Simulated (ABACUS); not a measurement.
Runs of ABACUS 3.10.1 on Ta. The structure is cubic, space group Im-3m (No. 229). The conventional cell has a = 3.303 Å, b = 3.303 Å, c = 3.303 Å, α = 90.00°, β = 90.00°, γ = 90.00°. Ta (site symmetry m-3m) has 8 Ta at 2.86 Å as nearest neighbours. 

```csv
task,level,potentials or basis,cell,k mesh,cutoff (eV),symmetry key,max steps of the relaxation,force threshold,optimiser,stress threshold,gap on the mesh (eV),pressure (GPa)
single point,WC,"SSSP 1.3 efficiency PBE, plane waves",as given,9 × 9 × 9,748,1,-,-,-,-,none,-3.1
relaxation of cell and atoms,revPBE,"SSSP 1.3 efficiency PBE, plane waves",relaxed,9 × 9 × 9,748,1,60,0.02 eV/Å,cg,0.5 kbar,none,0.0
single point,PBE,"SSSP 1.3 efficiency PBE, plane waves",as given,9 × 9 × 9,748,1,-,-,-,-,none,(a)
single point,B86bPBE,"Ansatz NC PBE, plane waves",as given,9 × 9 × 9,1007,1,-,-,-,-,none,4.0
single point,LDA,"PseudoDojo NC SR 0.4.1 LDA stringent, plane waves",as given,9 × 9 × 9,1796,1,-,-,-,-,none,-9.8
```

Alike in all rows: no spin polarisation; smearing fermi-dirac 0.05 eV.

Question: Fill in the values left out.

Answer: (a) 3.1.

Caveats: the potentials were made for another functional, which shifts forces and pressure (some runs).

A k mesh can miss the band edges, and the runs leave out spin-orbit coupling on Ta.

A gap of «none» marks a metal or a gap under the smearing width.

The runs don't all hold the same shells in valence.
